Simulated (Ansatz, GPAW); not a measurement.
**C2 in line between two Pd chains: relaxation, then transmission at several levels**

Wanted: T(E) of C2 in line between two Pd chains at a relaxed geometry in two programs, beside the unrelaxed structure.

Main program and level: GPAW 26.7.0 and Ansatz 0.2.0; Ansatz plane waves; relaxation of the junction with the lead ends held; PAW set soft_1, in the first sound run; inputs show where later runs differ.

### 1. Set-up

The cell holds 18 atoms: 16 Pd and 2 C. Cell: a = 9.000 Å, b = 9.000 Å, c = 42.457 Å, α = 90.0°, β = 90.0°, γ = 90.0°. Regions: left lead, 8 atoms (8 Pd); channel, 2 atoms (2 C); right lead, 8 atoms (8 Pd). Vacuum lies along a and b. The structure is stacked along c, and the current runs across the ab planes.

### 2. Relaxation

Transmission follows bond lengths closely, so the atoms between the held lead ends are relaxed first, from a slightly shaken start that lets symmetry break.

Contents of input.yaml:

```yaml
crystal:
  lattice:
    - [9.0, 0.0, 0.0]
    - [0.0, 9.0, 0.0]
    - [0.0, 0.0, 42.457]
  atoms:
    - { symbol: Pd, position: [0.5, 0.5, 0.0294415526] }
    - { symbol: Pd, position: [0.5, 0.5, 0.0883246579] }
    - { symbol: Pd, position: [0.5, 0.5, 0.1472077631] }
    - { symbol: Pd, position: [0.5, 0.5, 0.2060908684] }
    - { symbol: Pd, position: [0.5, 0.5, 0.2649739737] }
    - { symbol: Pd, position: [0.5, 0.5, 0.3238570789] }
    - { symbol: Pd, position: [0.4985588666, 0.4962330108, 0.3832163203] }
    - { symbol: Pd, position: [0.4963072847, 0.5067130519, 0.4422762645] }
    - { symbol: C, position: [0.4988024569, 0.5019017191, 0.4865357343] }
    - { symbol: C, position: [0.5094465647, 0.4969224511, 0.5153555883] }
    - { symbol: Pd, position: [0.5017258021, 0.4990681632, 0.5591484548] }
    - { symbol: Pd, position: [0.5016892477, 0.5035874695, 0.616888217] }
    - { symbol: Pd, position: [0.5, 0.5, 0.6761429211] }
    - { symbol: Pd, position: [0.5, 0.5, 0.7350260263] }
    - { symbol: Pd, position: [0.5, 0.5, 0.7939091316] }
    - { symbol: Pd, position: [0.5, 0.5, 0.8527922369] }
    - { symbol: Pd, position: [0.5, 0.5, 0.9116753421] }
    - { symbol: Pd, position: [0.5, 0.5, 0.9705584474] }
kpoints:
  mp_grid: { grid: [1, 1, 2] }
hamiltonian:
  xc: pbe
  pseudopotentials: { kind: paw, azcp: { folder: soft_1 } }
scf:
  occupations: { method: fermi_dirac, width: 0.1 }
relax:
  f_tol: 0.03
  max_steps: 80
  constraints: [{ sites: [0, 1, 2, 3, 4, 5, 12, 13, 14, 15, 16, 17] }]
```

Started as:

```
$ ansatz run input.yaml --threads 4 --pin off --max-ram 8192MiB --backend cpu --events-out ev --progress --plain --runs-dir out
```

Numbers of over 12 decimals in the logs are rounded to 6 here.

What it wrote:

```text
Engine: ansatz 0.2.0, aarch64-unknown-linux-gnu
Pseudopotentials: kind: paw
Pseudopotential: Pd, paw, valence charge 18, recommended cutoff 420 eV (normal), soft_1/Pd.paw.azcp
Pseudopotential: C, paw, valence charge 4, recommended cutoff 420 eV (normal), soft_1/C.paw.azcp
Functional definition: PBE
  parameter kappa = 0.804
  parameter beta = 0.066725
  exchange = pbe_x(kappa = kappa, mu = beta*pi^2/3)
  correlation = pbe_c(beta = beta)
Crystal: 18 atoms, lattice volume = 3439.017 Å³
Basis set: ecut = 420 eV, 67217 PW (Γ), exchange–correlation on 128×128×576 points (8 copies of the dense FFT grid, shifted against one another)
Bands: 178, of which v1, the nominal top of the filled ones, is band 148 counted from 1 (147 counted from 0)
Symmetry: 1 space group operations
Space group: P1 (ITA 1), of the structure as read, at distance tolerance 1.5e-4 Å
k-points: 2
Non-local potential: Pd, projectors of the file, l = 0: 2, l = 1: 2, l = 2: 2, l = 3: 1
Non-local potential: C, projectors of the file, l = 0: 2, l = 1: 2, l = 2: 1
PAW form: soft (Blöchl's): semilocal exchange-correlation on the pseudo side does not see the compensation charge
PAW one-centre angular grid: Pd, 590 points (default); XC on 64 Gauss nodes
PAW one-centre angular grid: C, 110 points (default); XC on 64 Gauss nodes
Initial density: superposition of atomic densities (neutral atoms: chi_scale 0, normalization atom)
Initial wavefunctions: pseudopotential atomic-orbital guess
Functional: x = pbe(κ = 0.804, μ = 0.219515), c = pbe(β = 0.066725)
SCF iter   1: F=—  HF=-112051.684638 eV  |F-HF|=—  |Δ(HF+E_count)|=         —  Δρ=5.31e-2  dr2=2.01e2  ethr=3.10e-3  ⟨swp⟩=10.0  Hψ=1755  notcnv=0
preconditioner: auto → LDOS  [metal: Δε(μ)=0.097 eV  Ē_g=3.325 eV  σ=0.100 eV  W_gap=0.24  n_scr=364 (ndim 8)  ℏωp=8.2 eV  f_vac=0.801  D(μ)=31.99/eV (n_scr^D=120)  β→1.0]
SCF iter   2: F=—  HF=-112032.939064 eV  |F-HF|=—  |Δ(HF+E_count)|=    1.87e1  Δρ=4.42e-2  dr2=1.71e2  ethr=3.10e-3  ⟨swp⟩=6.0  Hψ=1256  notcnv=0
SCF iter   3: F=—  HF=-112027.043378 eV  |F-HF|=—  |Δ(HF+E_count)|=    5.90e0  Δρ=1.45e-2  dr2=4.23e1  ethr=3.10e-3  ⟨swp⟩=3.0  Hψ=940  notcnv=0  defer=23
SCF iter   4: F=—  HF=-112026.285097 eV  |F-HF|=—  |Δ(HF+E_count)|=   7.58e-1  Δρ=1.16e-2  dr2=1.45e1  ethr=3.10e-3  ⟨swp⟩=3.0  Hψ=438  notcnv=0  defer=18
SCF iter   5: F=—  HF=-112025.247323 eV  |F-HF|=—  |Δ(HF+E_count)|=    1.04e0  Δρ=3.53e-3  dr2=1.46e0  ethr=3.10e-3  ⟨swp⟩=2.5  Hψ=424  notcnv=0  defer=13
SCF iter   6: F=—  HF=-112025.206895 eV  |F-HF|=—  |Δ(HF+E_count)|=   4.04e-2  Δρ=3.81e-3  dr2=2.80e0  ethr=4.92e-4  ⟨swp⟩=3.0  Hψ=564  notcnv=0  defer=13
SCF iter   7: F=—  HF=-112025.168201 eV  |F-HF|=—  |Δ(HF+E_count)|=   3.87e-2  Δρ=9.49e-4  dr2=6.78e-2  ethr=4.92e-4  ⟨swp⟩=1.0  Hψ=410  notcnv=0  defer=13
SCF iter   8: F=—  HF=-112025.168065 eV  |F-HF|=—  |Δ(HF+E_count)|=   1.36e-4  Δρ=6.57e-4  dr2=8.72e-2  ethr=2.29e-5  ⟨swp⟩=2.0  Hψ=383  notcnv=0  defer=13
SCF iter   9: F=—  HF=-112025.166829 eV  |F-HF|=—  |Δ(HF+E_count)|=   1.24e-3  Δρ=2.44e-4  dr2=4.15e-3  ethr=2.29e-5  ⟨swp⟩=1.0  Hψ=338  notcnv=0  defer=13
SCF iter  10: F=—  HF=-112025.168144 eV  |F-HF|=—  |Δ(HF+E_count)|=   1.32e-3  Δρ=1.57e-4  dr2=1.71e-3  ethr=1.40e-6  ⟨swp⟩=2.0  Hψ=514  notcnv=0  defer=13
SCF iter  11: F=—  HF=-112025.168136 eV  |F-HF|=—  |Δ(HF+E_count)|=   8.35e-6  Δρ=7.43e-5  dr2=3.61e-4  ethr=5.76e-7  ⟨swp⟩=1.0  Hψ=338  notcnv=0  defer=13
SCF iter  12: F=—  HF=-112025.168137 eV  |F-HF|=—  |Δ(HF+E_count)|=   1.34e-6  Δρ=3.76e-5  dr2=1.12e-4  ethr=1.22e-7  ⟨swp⟩=1.0  Hψ=338  notcnv=0  defer=13
SCF iter  13: F=-112025.168126 eV  HF=-112025.168142 eV  |F-HF|=1.63e-5  |Δ(HF+E_count)|=   5.24e-6  Δρ=1.50e-5  dr2=1.91e-5  ethr=7.60e-9  ⟨swp⟩=4.0  Hψ=1222  notcnv=0
SCF 1 converged in 13 iterations: F = -112025.168126 eV  dr2 = 1.91e-5
  greatest PAW one-centre occupation: 1.000 electrons in one spin orbital (limit 2), on the Pd atom at site 6 (counted from 0), in its partial waves of l = 0
relax step   1: F+E_penalty+E_count = -112025.16812594 eV  Δ(F+E_penalty+E_count) = +0.000e0 eV  max|allowed force component| = 4.050e0 eV/Å  Δτ_max = 0.0000 Å  (13 SCF iters, dr2 threshold 2.25e-5 eV, accepted)
Initial density: handed on by an earlier stage of this run
Initial wavefunctions: those handed on with the density
iter 1 solved again at ethr=1.08e-3 eV; its pass at ethr=3.10e-3 eV (dr2=3.19e0 eV) is discarded
SCF iter   1: F=—  HF=-112025.380764 eV  |F-HF|=—  |Δ(HF+E_count)|=         —  Δρ=3.88e-3  dr2=2.53e0  ethr=1.08e-3  ⟨swp⟩=1.0  Hψ=1113  notcnv=0  defer=18
preconditioner: auto → LDOS  [metal: Δε(μ)=0.018 eV  Ē_g=4.231 eV  σ=0.100 eV  W_gap=0.04  n_scr=364 (ndim 8)  ℏωp=8.2 eV  f_vac=0.787  D(μ)=49.60/eV (n_scr^D=248)  β→1.0]
SCF iter   2: F=—  HF=-112025.284505 eV  |F-HF|=—  |Δ(HF+E_count)|=   9.63e-2  Δρ=1.68e-3  dr2=1.24e-1  ethr=8.56e-4  ⟨swp⟩=2.0  Hψ=544  notcnv=0  defer=18
SCF iter   3: F=—  HF=-112025.296688 eV  |F-HF|=—  |Δ(HF+E_count)|=   1.22e-2  Δρ=8.48e-4  dr2=4.66e-2  ethr=4.18e-5  ⟨swp⟩=2.0  Hψ=640  notcnv=0  defer=18
SCF iter   4: F=—  HF=-112025.293937 eV  |F-HF|=—  |Δ(HF+E_count)|=   2.75e-3  Δρ=4.97e-4  dr2=1.90e-2  ethr=1.58e-5  ⟨swp⟩=2.0  Hψ=603  notcnv=0  defer=18
SCF iter   5: F=—  HF=-112025.293493 eV  |F-HF|=—  |Δ(HF+E_count)|=   4.44e-4  Δρ=3.26e-4  dr2=9.40e-3  ethr=6.41e-6  ⟨swp⟩=2.5  Hψ=457  notcnv=0  defer=18
SCF iter   6: F=—  HF=-112025.292533 eV  |F-HF|=—  |Δ(HF+E_count)|=   9.60e-4  Δρ=9.46e-5  dr2=7.50e-4  ethr=3.18e-6  ⟨swp⟩=2.0  Hψ=456  notcnv=0  defer=18
SCF iter   7: F=—  HF=-112025.292545 eV  |F-HF|=—  |Δ(HF+E_count)|=   1.18e-5  Δρ=4.56e-5  dr2=1.48e-4  ethr=2.53e-7  ⟨swp⟩=2.0  Hψ=498  notcnv=0  defer=18
SCF iter   8: F=—  HF=-112025.292659 eV  |F-HF|=—  |Δ(HF+E_count)|=   1.14e-4  Δρ=2.22e-5  dr2=4.19e-5  ethr=4.99e-8  ⟨swp⟩=2.0  Hψ=513  notcnv=0  defer=18
SCF iter   9: F=-112025.292658 eV  HF=-112025.292658 eV  |F-HF|=6.26e-7  |Δ(HF+E_count)|=   1.47e-6  Δρ=8.66e-6  dr2=6.90e-6  ethr=1.42e-8  ⟨swp⟩=4.0  Hψ=1122  notcnv=0
SCF 2 converged in 9 iterations: F = -112025.292658 eV  dr2 = 6.90e-6
  greatest PAW one-centre occupation: 1.000 electrons in one spin orbital (limit 2), on the Pd atom at site 11 (counted from 0), in its partial waves of l = 0
relax step   2: F+E_penalty+E_count = -112025.29265829 eV  Δ(F+E_penalty+E_count) = -1.245e-1 eV  max|allowed force component| = 1.008e0 eV/Å  Δτ_max = 0.0697 Å  (9 SCF iters, dr2 threshold 1.00e-4 eV, accepted)
iter 1 solved again at ethr=3.07e-4 eV; its pass at ethr=3.10e-3 eV (dr2=9.10e-1 eV) is discarded
[...]
SCF iter   7: F=—  HF=-112025.325424 eV  |F-HF|=—  |Δ(HF+E_count)|=   4.13e-5  Δρ=2.96e-5  dr2=7.53e-5  ethr=8.70e-8  ⟨swp⟩=2.0  Hψ=504  notcnv=0  defer=18
SCF iter   8: F=-112025.325435 eV  HF=-112025.325449 eV  |F-HF|=1.36e-5  |Δ(HF+E_count)|=   2.45e-5  Δρ=1.48e-5  dr2=1.63e-5  ethr=2.15e-8  ⟨swp⟩=4.0  Hψ=1115  notcnv=0
SCF 3 converged in 8 iterations: F = -112025.325435 eV  dr2 = 1.63e-5
relax step   3: F+E_penalty+E_count = -112025.32543525 eV  Δ(F+E_penalty+E_count) = -3.278e-2 eV  max|allowed force component| = 1.845e-1 eV/Å  Δτ_max = 0.1063 Å  (8 SCF iters, dr2 threshold 6.35e-5 eV, accepted)
[... from here on, the SCF cycles and remarks between the steps are left out ...]
relax step   4: F+E_penalty+E_count = -112025.39524311 eV  Δ(F+E_penalty+E_count) = -6.981e-2 eV  max|allowed force component| = 9.294e-1 eV/Å  Δτ_max = 0.1956 Å  (11 SCF iters, dr2 threshold 2.13e-6 eV, accepted)
relax step   5: F+E_penalty+E_count = -112025.46134785 eV  Δ(F+E_penalty+E_count) = -6.610e-2 eV  max|allowed force component| = 9.806e-1 eV/Å  Δτ_max = 0.1951 Å  (8 SCF iters, dr2 threshold 5.40e-5 eV, accepted)
relax step   6: F+E_penalty+E_count = -112025.47680944 eV  Δ(F+E_penalty+E_count) = -1.546e-2 eV  max|allowed force component| = 2.886e-1 eV/Å  Δτ_max = 0.2000 Å  (9 SCF iters, dr2 threshold 1.00e-4 eV, accepted)
relax step   7: F+E_penalty+E_count = -112025.49576809 eV  Δ(F+E_penalty+E_count) = -1.896e-2 eV  max|allowed force component| = 1.265e-1 eV/Å  Δτ_max = 0.0858 Å  (10 SCF iters, dr2 threshold 7.21e-6 eV, accepted)
relax step   8: F+E_penalty+E_count = -112025.49729509 eV  Δ(F+E_penalty+E_count) = -1.527e-3 eV  max|allowed force component| = 2.533e-2 eV/Å  Δτ_max = 0.0410 Å  (9 SCF iters, dr2 threshold 1.39e-6 eV, accepted)
relax step   9: F+E_penalty+E_count = -112025.49729552 eV  Δ(F+E_penalty+E_count) = -4.353e-7 eV  max|allowed force component| = 2.474e-2 eV/Å  Δτ_max = 0.0000 Å  (4 SCF iters, accepted)
relax step  10: F+E_penalty+E_count = -112025.49772244 eV  Δ(F+E_penalty+E_count) = -4.269e-4 eV  max|allowed force component| = 3.169e-2 eV/Å  Δτ_max = 0.0499 Å  (11 SCF iters, accepted)
relax step  11: F+E_penalty+E_count = -112025.49783056 eV  Δ(F+E_penalty+E_count) = -1.081e-4 eV  max|allowed force component| = 2.840e-2 eV/Å  Δτ_max = 0.0224 Å  (7 SCF iters, dr2 threshold 9.58e-7 eV, accepted)
relax step  12: F+E_penalty+E_count = -112025.49783098 eV  Δ(F+E_penalty+E_count) = -4.212e-7 eV  max|allowed force component| = 2.930e-2 eV/Å  Δτ_max = 0.0000 Å  (4 SCF iters, accepted)
relax step  13: F+E_penalty+E_count = -112025.49804017 eV  Δ(F+E_penalty+E_count) = -2.092e-4 eV  max|allowed force component| = 1.129e-2 eV/Å  Δτ_max = 0.0746 Å  (11 SCF iters, accepted)
SCF iter   1: F=—  HF=-112025.501887 eV  |F-HF|=—  |Δ(HF+E_count)|=         —  Δρ=7.23e-4  dr2=2.47e-2  ethr=1.03e-4  ⟨swp⟩=3.0  Hψ=643  notcnv=0  defer=18
preconditioner: auto → LDOS  [metal: Δε(μ)=0.030 eV  Ē_g=4.206 eV  σ=0.100 eV  W_gap=0.08  n_scr=364 (ndim 8)  ℏωp=8.2 eV  f_vac=0.785  D(μ)=54.04/eV (n_scr^D=306)  β→1.0]
SCF iter   2: F=—  HF=-112025.499360 eV  |F-HF|=—  |Δ(HF+E_count)|=   2.53e-3  Δρ=4.68e-4  dr2=1.01e-2  ethr=8.33e-6  ⟨swp⟩=3.0  Hψ=700  notcnv=0  defer=18
SCF iter   3: F=—  HF=-112025.496620 eV  |F-HF|=—  |Δ(HF+E_count)|=   2.74e-3  Δρ=9.86e-5  dr2=6.86e-4  ethr=3.42e-6  ⟨swp⟩=2.0  Hψ=609  notcnv=0  defer=18
SCF iter   4: F=—  HF=-112025.496639 eV  |F-HF|=—  |Δ(HF+E_count)|=   1.89e-5  Δρ=5.23e-5  dr2=2.05e-4  ethr=2.32e-7  ⟨swp⟩=2.0  Hψ=509  notcnv=0  defer=18
SCF iter   5: F=—  HF=-112025.496637 eV  |F-HF|=—  |Δ(HF+E_count)|=   1.79e-6  Δρ=2.57e-5  dr2=3.96e-5  ethr=6.91e-8  ⟨swp⟩=2.0  Hψ=509  notcnv=0  defer=18
SCF iter   6: F=—  HF=-112025.498131 eV  |F-HF|=—  |Δ(HF+E_count)|=   1.49e-3  Δρ=1.30e-5  dr2=9.50e-6  ethr=1.34e-8  ⟨swp⟩=3.0  Hψ=520  notcnv=0  defer=18
SCF iter   7: F=—  HF=-112025.498132 eV  |F-HF|=—  |Δ(HF+E_count)|=   1.10e-6  Δρ=5.31e-6  dr2=1.48e-6  ethr=3.21e-9  ⟨swp⟩=2.0  Hψ=512  notcnv=0  defer=18
SCF iter   8: F=—  HF=-112025.498132 eV  |F-HF|=—  |Δ(HF+E_count)|=   1.88e-7  Δρ=2.18e-6  dr2=3.65e-7  ethr=5.00e-10  ⟨swp⟩=2.0  Hψ=511  notcnv=0  defer=18
SCF iter   9: F=—  HF=-112025.498132 eV  |F-HF|=—  |Δ(HF+E_count)|=   5.38e-8  Δρ=1.31e-6  dr2=1.27e-7  ethr=3.38e-11  ⟨swp⟩=4.0  Hψ=1154  notcnv=0
SCF iter  10: F=-112025.498132 eV  HF=-112025.498132 eV  |F-HF|=2.38e-8  |Δ(HF+E_count)|=   1.75e-8  Δρ=6.25e-7  dr2=3.30e-8  ethr=3.38e-11  ⟨swp⟩=4.0  Hψ=1103  notcnv=0
SCF 14 converged in 10 iterations: F = -112025.498132 eV  dr2 = 3.30e-8
relax step  14: F+E_penalty+E_count = -112025.49813218 eV  Δ(F+E_penalty+E_count) = -9.201e-5 eV  max|allowed force component| = 1.566e-2 eV/Å  Δτ_max = 0.0307 Å  (10 SCF iters, accepted)
SCF converged after 10 iterations
Free energy (F): -112025.498132 eV
Harris-Foulkes:  -112025.498132 eV  (|F-HF|=2.38e-8)
Internal energy: -112023.798560 eV  (E = F + TS)
E sigma→0 (E₀):  -112024.648346 eV
Entropy (-TS):   -1.699572 eV (-94.421 meV/atom)
Fermi energy:    -3.600211 eV
--- Per-component energies (eV) ---
  E_band       = -8671.111778
  E_kinetic    = 7366.924311
  E_local      = -103044.038385  (includes V_loc(G=0)·N_el)
  E_nonlocal   = 6021.568554
  E_hartree    = 45368.210995
  E_xc         = -2256.990260
  E_vxc        = -2841.666783  (∫ρ·V_xc dr)
  E_paw        = -61213.989607  (= ΣΔE_a)
  E_vpaw       = -6910.331465  (= ΣTr[D̂ρ^β])
  E_aug_tail   = 0.003783  (compensation charges beyond the density's cutoff)
  E_ewald      = -4265.487952
  E_smearing   = -1.699572  (= −TS)
  E_closure    = 0.000000  (closes the sum)
  Σ components = -112025.498132   (vs F -112025.498132, Δ=0.00e0)
--- Forces (eV/Å), atoms counted from 1 ---
  atom   1  Pd     0.00004366     0.00035853    -0.00236399
  atom   2  Pd     0.00006716     0.00027799     0.00246353
  atom   3  Pd     0.00026298     0.00173192     0.02822928
  atom   4  Pd     0.00048190     0.00289008    -0.02611524
  atom   5  Pd    -0.00118276    -0.01046836    -0.01940831
  atom   6  Pd     0.00117274     0.00453815     0.26803799
  atom   7  Pd    -0.00003752     0.00109071     0.00142108
  atom   8  Pd     0.00075533    -0.00354255     0.00767494
  atom   9  C      0.00085204     0.00862401    -0.01566087
  atom  10  C     -0.00550797    -0.00805799     0.00778698
  atom  11  Pd     0.00236810     0.00344035    -0.00212567
  atom  12  Pd     0.00001725     0.00024026    -0.00520500
  atom  13  Pd    -0.00086927    -0.00615206    -0.26071165
  atom  14  Pd     0.00268738     0.01023791     0.01768202
  atom  15  Pd    -0.00061209    -0.00295138     0.02644790
  atom  16  Pd    -0.00038343    -0.00171325    -0.02799500
  atom  17  Pd    -0.00002596    -0.00022870    -0.00247903
  atom  18  Pd    -0.00008574    -0.00034006     0.00237859
  max |Σ_I F_I| component: 5.75e-5 eV/Å
--- Relaxed structure (14 steps of the walk, 14 accepted, 0 SCFs on fresh bases) ---
  F+E_penalty+E_count = -112025.49813218 eV   max|allowed force component| = 1.566e-2 eV/Å
  atoms:
    - { symbol: Pd, position: [0.5, 0.5, 0.029442] }
    - { symbol: Pd, position: [0.5, 0.5, 0.088325] }
    - { symbol: Pd, position: [0.5, 0.5, 0.147208] }
    - { symbol: Pd, position: [0.5, 0.5, 0.206091] }
    - { symbol: Pd, position: [0.5, 0.5, 0.264974] }
    - { symbol: Pd, position: [0.5, 0.5, 0.323857] }
    - { symbol: Pd, position: [0.496300, 0.469422, 0.384562] }
    - { symbol: Pd, position: [0.510145, 0.566253, 0.442200] }
    - { symbol: C, position: [0.502317, 0.511504, 0.485182] }
    - { symbol: C, position: [0.498055, 0.488011, 0.515060] }
    - { symbol: Pd, position: [0.485401, 0.433364, 0.557976] }
    - { symbol: Pd, position: [0.507580, 0.529773, 0.615504] }
    - { symbol: Pd, position: [0.5, 0.5, 0.676143] }
    - { symbol: Pd, position: [0.5, 0.5, 0.735026] }
    - { symbol: Pd, position: [0.5, 0.5, 0.793909] }
    - { symbol: Pd, position: [0.5, 0.5, 0.852792] }
    - { symbol: Pd, position: [0.5, 0.5, 0.911675] }
    - { symbol: Pd, position: [0.5, 0.5, 0.970558] }
```

Elapsed: 4.1 min, on 4 threads of Arm Neoverse V2, shared host; peak memory 5 GiB.

The steps of the relaxation:

| step | energy less that of the first step (eV) | largest force component (eV/Å) |
| --- | --- | --- |
| 1 | 0.0000 | 4.0505 |
| 2 | -0.1245 | 1.0080 |
| 3 | -0.1573 | 0.1845 |
| 4 | -0.2271 | 0.9294 |
| 5 | -0.2932 | 0.9806 |
| 6 | -0.3087 | 0.2886 |
| 7 | -0.3276 | 0.1265 |
| 8 | -0.3292 | 0.0253 |
| 9 | -0.3292 | 0.0247 |
| 10 | -0.3296 | 0.0317 |
| 11 | -0.3297 | 0.0284 |
| 12 | -0.3297 | 0.0293 |
| 13 | -0.3299 | 0.0113 |
| 14 | -0.3300 | 0.0157 |

The atoms that moved most (Å):

| atom | dx | dy | dz | length |
| --- | --- | --- | --- | --- |
| Pd11 | -0.147 | -0.591 | -0.050 | 0.611 |
| Pd8 | 0.125 | 0.536 | -0.003 | 0.550 |
| Pd7 | -0.020 | -0.241 | 0.057 | 0.249 |
| Pd12 | 0.053 | 0.236 | -0.059 | 0.249 |
| C10 | -0.103 | -0.080 | -0.013 | 0.131 |
| C9 | 0.032 | 0.086 | -0.057 | 0.109 |

This step gave:

```yaml
free_energy: -112025.4981 eV
smearing_term_ts: 1.700 eV
symmetry_operations: 1
```

The relaxation lowered the energy of the cell by 0.330 eV.

(Part 1 of 4 ends here.)

[Logs are printed without paths, hosts, clocks, repeated set-up lines and the standing remarks that a program may print on its own settings, such as how far it seeks lower states.]

[Hosts, paths, dates, database ids (printed as entryN), source tags and the programs' standing remarks are cut or masked in the printed files.]
